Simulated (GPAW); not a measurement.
# TiSi2 in GPAW: convergence with plane-wave cutoff (eV)

Input of the first run (plane-wave cutoff (eV) 200); the others differ in this setting and in those tied to it:

Contents of run.py:

```python
from ase.dft.bandgap import bandgap
from ase.io import read, write
from ase.units import GPa
from gpaw import GPAW, PW, setup_paths

setup_paths.insert(0, '.')

atoms = read('TiSi2.xyz')

calc = GPAW(mode=PW(200),
            xc='PBE',
            kpts={'size': (5, 5, 8), 'gamma': True},
            occupations={'name': 'fermi-dirac', 'width': 0.05},
            setups={'Si': 'jth', 'Ti': 'jth'},
            nbands=-11,
            convergence={'density': 1e-05, 'energy': 1e-05},
            maxiter=100,
            txt='gpaw.txt')
atoms.calc = calc
energy = atoms.get_potential_energy()
forces = atoms.get_forces()
stress = atoms.get_stress()
calc.write('gs.gpw')
write('result.traj', atoms)
print(f'Energy: {energy:.6f} eV')
print('Forces (eV/A):')
print(forces.round(4))
print('Stress (GPa):', (stress / GPa).round(3))
print('Fermi level:', round(calc.get_fermi_level(), 4), 'eV')
print(f'Gap: {bandgap(calc)[0]:.4f} eV, direct: {bandgap(calc, direct=True)[0]:.4f} eV')
```

Contents of TiSi2.xyz:

```xyz
3
Lattice="4.3746402718 0.0000000000 0.0000000000 -2.1873201359 3.7885496078 0.0000000000 0.0000000000 0.0000000000 2.5610100000" Properties=species:S:1:pos:R:3 pbc="T T T"
Ti     0.0000000000      0.0000000000      0.0000000000
Si    -0.0000000002      2.5256997387      1.2805050000
Si     2.1873201361      1.2628498691      1.2805050000
```

Potentials or basis: JTH PAW 2.0, PBE, pw.

The run is started by

```sh
$ OMP_NUM_THREADS=1 python run.py
```

The cell was built by a generator and needn't be a form met in nature.

Hardware: 1 thread of Arm Neoverse N1, with other jobs on the host.

```csv
plane-wave cutoff (eV),"energy less the tightest run, at zero smearing (meV/atom)",pressure (GPa),SCF cycles,CPU time (s),peak memory (GiB)
200,534.84,-42.13,11,9.9,0.12
250,-101.90,-1.51,10,11,0.13
300,-106.80,4.49,13,17,0.13
350,-25.14,1.79,16,19,0.13
400,-12.86,0.51,16,25,0.14
500,-11.91,0.37,17,34,0.15
600,-5.92,0.45,17,35,0.15
800,-2.47,0.31,17,66,0.18
1000,0.00,0.07,16,59,0.2
```

Not settled before the last step: the energy (to 1 meV/atom), the pressure (to 0.1 GPa). The tightest run that finished is the yardstick and may itself not be fully converged.

Caveat, for the tightest run too: the program truncates these outside data sets.
